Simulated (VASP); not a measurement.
# Settings for Al₂Cu: self-consistent run

Al₂Cu, Pmm2 (no. 25), 3 atoms in the cell. RPBE; PAW potentials Cu, Al (PBE set). VASP 6.6.1. The cell is changed on purpose: last atom moved by 0.04 Å along z, cell strained by +1.5% along z.

Wanted: energy within 0.5 meV/atom; forces within 0.003 eV/Å.

What the run is for: forces; Accuracy asked: tight.

POSCAR:
```
Al2Cu
1.0
    4.1051820000      0.0000000000      0.0000000000
    0.0000000000      4.1051820000      0.0000000000
    0.0000000000      0.0000000000      2.9346826950
Cu Al
1 2
Direct
    0.0000000000      0.0000000000      0.0000000000
    0.0000000000      0.5000000000      0.5000000000
    0.5000000000      0.0000000000      0.5138345500
```

The series start from Plane-wave cutoff (eV): 380; Smearing width (eV): 0.1; k-point mesh: 9 × 9 × 12; Precision mode (PREC): Accurate; Electronic threshold (eV): 1e-6; Bands in all (NBANDS): 20; Aspherical gradient terms in the spheres (LASPH): yes; Electronic algorithm: ALGO=Normal; Support grid and gradient cutoff: ADDGRID=False GGA_COMPAT=False; Delay and inner steps: defaults. Each series keeps the choices made before it, and each single choice may use up half of a tolerance.

## Plane-wave cutoff (eV)

| Plane-wave cutoff (eV) | Energy less reference (meV/atom) | Forces, largest deviation (eV/Å) | SCF iterations | Time (s) |
|---|---|---|---|---|
| 240 | 84.17 | 0.0013 | 14 | 9.8 |
| 300 | 2.54 | 0.0011 | 14 | 11 |
| 340 | -1.79 | 0.0004 | 14 | 18 |
| 380 | -0.72 | 0.0003 | 14 | 21 |
| 440 | 0.78 | 0.0001 | 14 | 21 |
| 520 | 0.20 | 0.0001 | 14 | 24 |
| 620 (reference) | 0.00 | 0.0000 | 14 | 30 |

Chosen: 520, the loosest value from which every tighter one stays within half of the tolerance.

## Smearing width (eV)

| Smearing width (eV) | Energy less reference (meV/atom) | Forces, largest deviation (eV/Å) | SCF iterations | Time (s) |
|---|---|---|---|---|
| 0.4 | 0.29 | 0.0004 | 15 | 25 |
| 0.3 | 0.36 | 0.0003 | 15 | 25 |
| 0.2 | 0.22 | 0.0002 | 14 | 25 |
| 0.15 | 0.08 | 0.0000 | 14 | 24 |
| 0.1 | -0.02 | 0.0003 | 14 | 24 |
| 0.05 (reference) | 0.00 | 0.0000 | 14 | 23 |

Chosen: 0.2.

## k-point mesh

| k-point mesh | Energy less reference (meV/atom) | Forces, largest deviation (eV/Å) | SCF iterations | Time (s) |
|---|---|---|---|---|
| 3 × 3 × 4 | 106.08 | 0.0053 | 14 | 3.5 |
| 4 × 4 × 5 | -20.39 | 0.0029 | 15 | 6.0 |
| 5 × 5 × 7 | 21.17 | 0.0005 | 14 | 6.3 |
| 6 × 6 × 8 | 3.31 | 0.0015 | 15 | 13 |
| 7 × 7 × 10 | 3.22 | 0.0004 | 15 | 15 |
| 9 × 9 × 12 | 1.00 | 0.0012 | 14 | 25 |
| 11 × 11 × 15 | 1.10 | 0.0004 | 14 | 39 |
| 13 × 13 × 18 (reference) | 0.00 | 0.0000 | 14 | 64 |

Chosen: 13 × 13 × 18; the next looser run is off by more than half of the tolerance, so convergence isn't shown beyond this value.

## Precision mode (PREC)

| Precision mode (PREC) | Energy less reference (meV/atom) | Forces, largest deviation (eV/Å) | SCF iterations | Time (s) |
|---|---|---|---|---|
| Low | -1.47 | 0.0058 | 14 | 38 |
| SingleN | -2.47 | 0.0114 | 14 | 50 |
| Normal | 0.05 | 0.0000 | 14 | 52 |
| Accurate (reference) | 0.00 | 0.0000 | 14 | 64 |

Chosen: Normal.

## Electronic threshold (eV)

| Electronic threshold (eV) | Energy less reference (meV/atom) | Forces, largest deviation (eV/Å) | SCF iterations | Time (s) |
|---|---|---|---|---|
| 0.001 | 0.00 | 0.0001 | 12 | 45 |
| 0.0001 | 0.00 | 0.0000 | 13 | 49 |
| 1e-5 | 0.00 | 0.0000 | 13 | 51 |
| 1e-6 | 0.00 | 0.0000 | 14 | 52 |
| 1e-7 | 0.00 | 0.0000 | 15 | 59 |
| 1e-8 (reference) | 0.00 | 0.0000 | 19 | 70 |

Chosen: 0.001.

## Bands in all (NBANDS)

| Bands in all (NBANDS) | Energy less reference (meV/atom) | Forces, largest deviation (eV/Å) | SCF iterations | Time (s) |
|---|---|---|---|---|
| 10 | 0.07 | 0.0004 | 12 | 25 |
| 11 | 0.00 | 0.0004 | 12 | 28 |
| 13 | 0.01 | 0.0003 | 12 | 30 |
| 15 | 0.00 | 0.0003 | 12 | 34 |
| 20 | 0.00 | 0.0002 | 12 | 45 |
| 31 (reference) | 0.00 | 0.0000 | 12 | 68 |

Chosen: 10.

## Aspherical gradient terms in the spheres (LASPH)

| Aspherical gradient terms in the spheres (LASPH) | Energy less reference (meV/atom) | Forces, largest deviation (eV/Å) | SCF iterations | Time (s) |
|---|---|---|---|---|
| yes | 0.00 | 0.0000 | 12 | 25 |
| no | 0.11 | 0.0001 | 12 | 23 |

Chosen: yes; no other choice that stays within half of the tolerance saves 30 % of the time.

## Electronic algorithm

| Electronic algorithm | Energy less reference (meV/atom) | Forces, largest deviation (eV/Å) | SCF iterations | Time (s) |
|---|---|---|---|---|
| ALGO=Normal | 0.00 | 0.0000 | 12 | 25 |
| ALGO=Fast | -0.01 | 0.0007 | 12 | 23 |
| ALGO=VeryFast | 23.08 | 0.0006 | 19 | 31 |
| ALGO=All ISEARCH=1 | 0.31 | 0.0010 | 14 | 25 |
| ALGO=All ISEARCH=0 | 0.18 | 0.0005 | 16 | 28 |
| ALGO=Damped TIME=0.4 | 1.24 | 0.0018 | 29 | 37 |
| ALGO=Damped TIME=0.1 | 1.13 | 0.0010 | 34 | 41 |
| ALGO=Old Fast | 0.01 | 0.0014 | 11 | 20 |

Chosen: ALGO=Normal.

## Support grid and gradient cutoff

| Support grid and gradient cutoff | Energy less reference (meV/atom) | Forces, largest deviation (eV/Å) | SCF iterations | Time (s) |
|---|---|---|---|---|
| ADDGRID=False GGA_COMPAT=False | 0.00 | 0.0000 | 12 | 25 |
| ADDGRID=True GGA_COMPAT=False | 0.02 | 0.0000 | 12 | 23 |
| ADDGRID=False GGA_COMPAT=True | -0.06 | 0.0000 | 12 | 22 |

Chosen: ADDGRID=False GGA_COMPAT=False.

## Delay and inner steps

| Delay and inner steps | Energy less reference (meV/atom) | Forces, largest deviation (eV/Å) | SCF iterations | Time (s) |
|---|---|---|---|---|
| defaults | 0.00 | 0.0000 | 12 | 25 |
| NELMDL=-2 | -0.14 | 0.0003 | 8 | 17 |
| NELMDL=-8 | 0.00 | 0.0000 | 15 | 25 |
| NELMDL=-12 | 0.00 | 0.0000 | 19 | 28 |
| NRMM=2 | 0.07 | 0.0003 | 12 | 19 |
| NRMM=6 | 0.00 | 0.0001 | 12 | 23 |
| WEIMIN=0.001 | 0.00 | 0.0000 | 12 | 22 |

Chosen: NELMDL=-2, the fastest of those that stay within half of the tolerance.

## All choices together

| Input | Energy less reference (meV/atom) | Forces, largest deviation (eV/Å) | Time (s) |
|---|---|---|---|
| the program's defaults (naive) | -17.16 | 0.0028 | 1.4 |
| chosen settings | -0.14 | 0.0003 | 17 |
| reference settings throughout | 0.00 | 0.0000 | 186 |

The chosen settings stay within the tolerance of the reference run, but the reference itself isn't shown to be converged in: k-point mesh.

Values of the reference run: Forces: 0, 0, 0.1164, 0, 0, 0.008506, 0, 0, -0.1249 eV/Å.

## The input

INCAR:
```
SYSTEM = Al2Cu
  GGA = RP
  ISMEAR = 1
  SIGMA = 0.2
  LWAVE = .False.
  LCHARG = .False.
  ISIF = 2
  PREC = Normal
  LASPH = .True.
  LREAL = .False.
  ALGO = Normal
  EDIFF = 0.001
  NELM = 120
  GGA_COMPAT = .False.
  ENCUT = 520
  KPAR = 2
  NBANDS = 10
  ADDGRID = .False.
  NELMDL = -2
```

KPOINTS:
```
Automatic mesh
0
Gamma
  13 13 18
  0 0 0
```

Commands:
```
cat potpaw_PBE.64/Cu/POTCAR potpaw_PBE.64/Al/POTCAR > POTCAR
mpirun -np 2 vasp_std > vasp.out
```

The chosen input took VASP 6.6.1 17 s on 2 cores (Intel Xeon 6975P-C (Granite Rapids)), a shared host.

## An input that fails: one k point for a small cell

It runs to its end, but against the unchanged starting input it is off by 107.29 meV/atom in the energy, 0.0498 eV/Å in the forces.

k mesh: 9 × 9 × 12 becomes 1 × 1 × 1.

Changes against the starting input:
```
- NELM = 120
- KPAR = 2
+ NELM = 77
```
